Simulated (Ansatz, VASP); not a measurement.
## One calculation of Ag, 3 ways

```xyz
1
Lattice="0.0000 2.0427 2.0427 2.0427 0.0000 2.0427 2.0427 2.0427 0.0000" Properties=species:S:1:pos:R:3 pbc="T T T"
Ag    0.0000    0.0000    0.0000
```

Alike in all runs: task band structure; functional PBE; k mesh 8 × 8 × 8; occupations fermi-dirac, width 0.05 eV; spin-orbit coupling, no magnetisation; with spin-orbit coupling. Pressure is positive in compression and, in plane waves, holds the error of the finite cutoff, which Ansatz's Pulay term estimates and takes out.

```csv
program and potentials,plane-wave cutoff (eV),notes,pressure (GPa)
"Ansatz, Ansatz PAW",420,19 valence electrons an atom on average; Pulay term of +0.07 GPa included,5.15
"VASP, PBE PAW files Ag, 520 eV",520,11 valence electrons an atom on average,5.01
"Ansatz, all-electron LAPW, relativistic spinors",-,-,5.13
```

The pressure spans 5.01 (VASP, PBE PAW files Ag, 520 eV) to 5.15 GPa (Ansatz, Ansatz PAW), with all-electron results at 5.13.

Differences between rows come from potentials, basis sets and numerical settings, since the functional is the same but for its coding. Runs on potential files found faulty are left out.

All three calculations put silver under compression at this lattice constant, so PBE would favour a larger cell. Since the cell is close to the experimental one, this is the familiar underbinding of PBE in late transition and noble metals, not a sign that real silver is strained at this volume. The 4d shell is full and contributes little net covalent bonding. Cohesion therefore rests largely on the 5s electrons and their hybridisation with the d states, balanced against repulsion between the filled shells. The gradient correction weakens this bonding, and PBE also lacks the long-range dispersion attraction between the polarisable d shells, which probably adds to the outward push.

The all-electron value of 5.13 GPa shows that the pressure belongs to the functional and is not an artefact of the potentials. The lower VASP value may partly reflect its frozen 4s and 4p semicore states, but the shift is minor beside the pressure itself. A single volume gives the direction of the lattice error, but neither the equilibrium constant nor the bulk modulus.
